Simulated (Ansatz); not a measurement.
Ga: from a trial structure to a relaxed crystal

Level of theory: Ansatz, DFT r2SCAN, scalar-relativistic, plane waves, PAW. Cutoff 500 eV, Γ-centred k mesh, Gaussian smearing, no spin polarisation in the final step.

A relaxed cell is given with its space group left out.

```yaml
crystal:
  lattice:
    - [2.67078, 0.00000, 0.00000]
    - [0.00000, 2.67078, 0.00000]
    - [0.00000, 0.00000, 2.67078]
  atoms:
    - { symbol: Ga, position: [0.00000, 0.00000, 0.00000] }
```

Energies count from the standard state of Ga at the same level.

**Question.** What space group does it have?

**Answer.** Pm-3m (No. 221). Conventional cell: a = 2.671 Å. Ga has 6 Ga at 2.67 Å.

**Question.** How far above the standard state of Ga does it lie?

**Answer.** 0.14 eV/atom.

**Question.** Is it a metal?

**Answer.** Yes, bands cross the Fermi level on the 20×20×20 mesh.

The final run used a 20×20×20 mesh on its 1-atom cell and 0.10 eV smearing. The k mesh leaves about 4 meV/atom of noise in metals. The cell came from a trial start, so Ga may not exist in this structure.